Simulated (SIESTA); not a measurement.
# CuO (Tenorite) (C2/c) in SIESTA: further runs, part 2 of 2

SIESTA 5.4.2. Earlier steps stand in the parts before.

## Step 3: Band structure, vdW-DF2

Input file CuO.fdf:

```
SystemName                      Tenorite
SystemLabel                     CuO
NumberOfSpecies                 2
NumberOfAtoms                   4
%block ChemicalSpeciesLabel
  1  29 Cu
  2   8 O
%endblock ChemicalSpeciesLabel

LatticeConstant                 1.0 Ang
%block LatticeVectors
     2.3418500000    -1.7113000000     0.0000000000
     2.3418500000     1.7113000000     0.0000000000
    -0.8500274268     0.0000000000     5.0578693947
%endblock LatticeVectors
AtomicCoordinatesFormat         Fractional
%block AtomicCoordinatesAndAtomicSpecies
     0.5000000000     0.0000000000     0.5000000000  1  Cu
     0.0000000000     0.5000000000     0.0000000000  1  Cu
     0.4184000000     0.5816000000     0.7500000000  2  O
     0.5816000000     0.4184000000     0.2500000000  2  O
%endblock AtomicCoordinatesAndAtomicSpecies

%block kgrid.MonkhorstPack
   10   0   0  0.0
    0  10   0  0.0
    0   0   5  0.0
%endblock kgrid.MonkhorstPack
XC.Functional                   VDW
XC.Authors                      LMKLL
PAO.BasisSize                   DZP
PAO.EnergyShift                 0.002 Ry
Mesh.Cutoff                     800 Ry
OccupationFunction              FD
ElectronicTemperature           0.05 eV
MaxSCFIterations                120
SCF.MustConverge                false
SCF.Mixer.Method                Pulay
SCF.Mixer.Weight                0.25
SCF.Mixer.History               8
SCF.DM.Tolerance                5.0e-05
SCF.H.Tolerance                 1.0e-03 eV
WriteForces                     true
Charge.Mulliken                 end
Charge.Hirshfeld                end
Charge.Voronoi                  end
SaveRho                         true
SaveElectrostaticPotential      true
BandLinesScale                  ReciprocalLatticeVectors
%block BandLines
    1    0.000000   0.000000   0.000000  \Gamma
   12   -0.500000  -0.500000   0.000000  Y
    4   -0.524785  -0.524785   0.327510  F
    2   -0.500000  -0.500000   0.500000  L
    4   -0.633508  -0.366492   0.500000  I
    1   -0.366492   0.366492   0.500000  I1
   12    0.000000   0.000000   0.500000  Z
   11   -0.475215  -0.475215   0.672490  F1
    1   -0.500000  -0.500000   0.000000  Y
    4   -0.612732  -0.387268   0.000000  X1
    1   -0.387268   0.387268   0.000000  X
   13    0.000000   0.000000   0.000000  \Gamma
   10   -0.500000   0.000000   0.000000  N
    1   -0.500000   0.000000   0.500000  M
   11    0.000000   0.000000   0.000000  \Gamma
%endblock BandLines
```

Potentials or basis: PseudoDojo 0.4 standard (PBE files), DZP (energy shift 0.002 Ry).

The run is started by

```console
$ siesta CuO.fdf > CuO.out 2>&1
```

It took 95 s on 1 thread of Arm Neoverse V1, shared host; peak memory 0.41 GiB.

Results (log left out):

```yaml
Free_energy: -11254.0719 eV
Pressure: 19.6 GPa
Largest_force: 0.071 eV/Å
Band_gap_on_the_k_mesh: none (metal or under the smearing width)
Hirshfeld_charges: Cu +0.41; O -0.41 e
Voronoi_charges: Cu +0.51; O -0.51 e
```

Forces on the atoms (eV/Å):
```
Cu   0.000  0.000  0.000
Cu   0.000  0.000  0.000
O    0.000  0.071  0.000
O    0.000 -0.071  0.000
```

Stress tensor (GPa, compression positive):
```
20.33  0.00 -2.78
 0.00 16.96  0.00
-2.78  0.00 21.55
```

Levels at the corners of the path, in eV from the Fermi level:
```csv
point,band 23,band 24,band 25,band 26,band 27,band 28
Γ,-2.29,-1.81,0.23,0.95,2.08,6.70
Y,-1.81,-1.30,-0.65,1.07,3.91,8.83
F,-1.41,-1.39,-0.69,0.19,4.79,6.83
L,-1.33,-1.33,-0.45,-0.45,5.78,5.78
I,-1.55,-1.55,-0.31,-0.31,6.36,6.36
I1,-1.55,-1.55,-0.31,-0.31,6.36,6.36
Z,-1.52,-1.52,0.25,0.25,4.32,4.32
F1,-1.41,-1.39,-0.69,0.19,4.79,6.83
Y,-1.81,-1.30,-0.65,1.07,3.91,8.83
X1,-1.48,-1.38,-1.35,0.90,5.34,7.77
X,-1.48,-1.38,-1.35,0.90,5.34,7.77
Γ,-2.29,-1.81,0.23,0.95,2.08,6.70
N,-1.52,-1.48,0.00,0.27,5.34,6.93
M,-1.85,-1.70,-0.12,0.75,5.61,7.17
Γ,-2.29,-1.81,0.23,0.95,2.08,6.70
```

Caveat: semicore shells carry a single zeta, which can move pressures by several GPa and volumes by a few percent; so large a pressure means that the cell lies far from this level's equilibrium, or that cutoff or potentials fall short; the potentials were made for another functional, which shifts forces and pressure; the basis of atomic orbitals isn't converged, which shifts pressures, moduli and gaps; the run has no spin polarisation, though such a crystal can be magnetic; semilocal functionals often make such compounds metallic where correlation or magnetic order opens a gap, which also shifts bond lengths.

## Step 4: Band structure, PBE

Edit CuO.fdf of step 3 so:

```diff
@@ -28,5 +28,5 @@
 %endblock kgrid.MonkhorstPack
-XC.Functional                   VDW
-XC.Authors                      LMKLL
-PAO.BasisSize                   DZP
+XC.Functional                   GGA
+XC.Authors                      PBE
+PAO.BasisSize                   SZ
 PAO.EnergyShift                 0.002 Ry
@@ -44,6 +44,2 @@
 Charge.Mulliken                 end
-Charge.Hirshfeld                end
-Charge.Voronoi                  end
-SaveRho                         true
-SaveElectrostaticPotential      true
 BandLinesScale                  ReciprocalLatticeVectors
```

Potentials or basis: PseudoDojo 0.4 standard (PBE files), SZ (energy shift 0.002 Ry).

The run is started by

```console
$ siesta CuO.fdf > CuO.out 2>&1
```

It took 18 s on 1 thread of Arm Neoverse V1, shared host; peak memory 0.21 GiB.

Results (log left out):

```yaml
Free_energy: -11209.6530 eV
Pressure: 16.9 GPa
Largest_force: 0.034 eV/Å
Band_gap_on_the_k_mesh: none (metal or under the smearing width)
```

Forces in eV/Å, atoms in the order of the input:
```
Cu   0.000  0.000  0.000
Cu   0.000  0.000  0.000
O    0.000 -0.034  0.000
O    0.000  0.034  0.000
```

Stress tensor (GPa, compression positive):
```
17.97  0.00 -1.89
 0.00 14.73  0.00
-1.89  0.00 18.04
```

Levels at the corners of the path, in eV from the Fermi level:
```
point  band 21  band 22  band 23  band 24  band 25  band 26  band 27  band 28
    Γ    -2.93    -2.41    -2.36    -1.94     0.30     1.08     1.60    10.22
    Y    -3.65    -3.20    -2.83    -2.37    -1.12     1.22    11.02    12.42
    F    -2.91    -2.49    -2.28    -1.98    -1.02     0.24    10.93    12.19
    L    -2.66    -2.66    -1.80    -1.80    -0.60    -0.60    11.64    11.64
    I    -2.74    -2.74    -2.19    -2.19    -0.44    -0.44    11.33    11.33
   I1    -2.74    -2.74    -2.19    -2.19    -0.44    -0.44    11.33    11.33
    Z    -3.29    -3.29    -1.53    -1.53     0.34     0.34     4.99     4.99
   F1    -2.91    -2.49    -2.28    -1.98    -1.02     0.24    10.93    12.19
    Y    -3.65    -3.20    -2.83    -2.37    -1.12     1.22    11.02    12.42
   X1    -3.30    -2.86    -2.42    -2.11    -1.75     1.05    10.86    12.27
    X    -3.30    -2.86    -2.42    -2.11    -1.75     1.05    10.86    12.27
    Γ    -2.93    -2.41    -2.36    -1.94     0.30     1.08     1.60    10.22
    N    -3.44    -2.57    -2.08    -1.52     0.13     0.34     8.81     9.24
    M    -3.72    -3.11    -2.81    -2.35    -0.41     0.83     8.53    10.57
    Γ    -2.93    -2.41    -2.36    -1.94     0.30     1.08     1.60    10.22
```

Caveat: the basis has no polarisation orbitals; short orbitals over semicore shells can move pressures by several GPa; so large a pressure means that the cell lies far from this level's equilibrium, or that cutoff or potentials fall short; the basis of atomic orbitals isn't converged, which shifts pressures, moduli and gaps; the run has no spin polarisation, though such a crystal can be magnetic; semilocal functionals often make such compounds metallic where correlation or magnetic order opens a gap, which also shifts bond lengths.

## Step 5: Equation of state, SVWN5

Input file run.py:

```python
from ase import Atoms
from ase.calculators.siesta import Siesta
from ase.units import Ry, GPa
from ase.eos import EquationOfState

atoms = Atoms(
    ['Cu', 'Cu', 'O', 'O'],
    cell=[
        [2.34185, -1.7113, 0.0],
        [2.34185, 1.7113, 0.0],
        [-0.8500274268, 0.0, 5.0578693947],
    ],
    scaled_positions=[
        [0.5, 0.0, 0.5],
        [0.0, 0.5, 0.0],
        [0.4184, 0.5816, 0.75],
        [0.5816, 0.4184, 0.25],
    ],
    pbc=True,
)

fdf = {
    'SCFMustConverge': False,
    'XC.Mix': ['2', 'LDA LIBXC-00-LDA_X 1.0 0.0', 'LDA LIBXC-00-LDA_C_VWN 0.0 1.0'],
    'OccupationFunction': 'FD',
    'ElectronicTemperature': '0.05 eV',
    'MaxSCFIterations': '120',
    'SCF.Mixer.Method': 'Pulay',
    'SCF.Mixer.Weight': '0.25',
    'SCF.Mixer.History': '8',
    'SCF.DM.Tolerance': '5.0e-05',
    'SCF.H.Tolerance': '1.0e-03 eV',
    'WriteForces': 'true',
    'Charge.Mulliken': 'end',
}
calc = Siesta(
    label="CuO",
    command="siesta < PREFIX.fdf > PREFIX.out",
    pseudo_path="pseudos",
    pseudo_qualifier="",
    xc=('GGA', 'PBE'),
    basis_set="DZP",
    mesh_cutoff=800 * Ry,
    energy_shift=0.002 * Ry,
    kpts=[10, 10, 5],
    spin="non-polarized",
    fdf_arguments=fdf,
)
atoms.calc = calc

cell0 = atoms.cell.copy()
volumes, energies = [], []
for x in [0.94, 0.96, 0.98, 1.0, 1.02, 1.04, 1.06]:
    atoms.set_cell(cell0 * x ** (1 / 3), scale_atoms=True)
    volumes.append(atoms.get_volume() / len(atoms))
    energies.append(atoms.get_potential_energy(force_consistent=True) / len(atoms))
    print(f"V = {volumes[-1]:.5f} A^3/atom   F = {energies[-1]:.6f} eV/atom", flush=True)
v0, e0, b0 = EquationOfState(volumes, energies, eos="birchmurnaghan").fit()
print(f"v0 = {v0:.4f} A^3/atom, e0 = {e0:.5f} eV/atom, B0 = {b0 / GPa:.1f} GPa")
```

Potentials or basis: PseudoDojo 0.4 standard (LDA files), DZP (energy shift 0.002 Ry).

The run is started by

```console
$ python run.py
```

It took 6.5 min on 1 thread of Arm Neoverse V1, shared host; peak memory 0.32 GiB.

Results (log left out):

```
Equilibrium volume                        : 9.70 Å³/atom
Bulk modulus at fixed shape and positions : 207 GPa
Pressure derivative of the bulk modulus   : 4.8
```

Energy against volume, from the lowest point:
```
volume (Å³/atom)  energy (meV/atom)
           9.527               1.98
           9.730               0.00
           9.932               3.43
          10.135              11.58
          10.338              23.96
          10.540              40.11
          10.743              59.55
```

Caveat: semicore shells carry a single zeta, which can move pressures by several GPa and volumes by a few percent; the cell was scaled at fixed shape and fractional positions, which overstates the stiffness of a crystal with free parameters, most of all of layers and chains; the basis of atomic orbitals isn't converged, which shifts pressures, moduli and gaps; the run has no spin polarisation, though such a crystal can be magnetic.

## Step 6: The runs side by side

| task | level | potentials or basis | energy shift | gap on the mesh (eV) | pressure (GPa) | largest force (eV/Å) |
| --- | --- | --- | --- | --- | --- | --- |
| band structure | PBE | PseudoDojo 0.4 standard (PBE files), DZ (energy shift 0.01 Ry) | 0.01 Ry | none | -7.0 | 0.21 |
| band structure | vdW-DF2 | PseudoDojo 0.4 standard (PBE files), DZP (energy shift 0.002 Ry) | 0.002 Ry | none | 19.6 | 0.07 |
| band structure | PBE | PseudoDojo 0.4 standard (PBE files), SZ (energy shift 0.002 Ry) | 0.002 Ry | none | 16.9 | 0.03 |
| equation of state | SVWN5 | PseudoDojo 0.4 standard (LDA files), DZP (energy shift 0.002 Ry) | 0.002 Ry | - | - | - |

Alike in all rows: no spin polarisation; cell as given; k mesh 10 × 10 × 5; smearing fermi-dirac 0.05 eV; grid cutoff 800 Ry.

Caveats: the basis of atomic orbitals isn't converged, which shifts pressures, moduli and gaps; the run has no spin polarisation, though such a crystal can be magnetic; semicore shells carry a single zeta, which can move pressures by several GPa and volumes by a few percent (some runs); semilocal functionals often make such compounds metallic where correlation or magnetic order opens a gap, which also shifts bond lengths (some runs); the basis has no polarisation orbitals (some runs); so large a pressure means that the cell lies far from this level's equilibrium, or that cutoff or potentials fall short (some runs); the potentials were made for another functional, which shifts forces and pressure (some runs).

Total energies depend on the potentials used, so only differences within one code and one set of settings carry meaning.
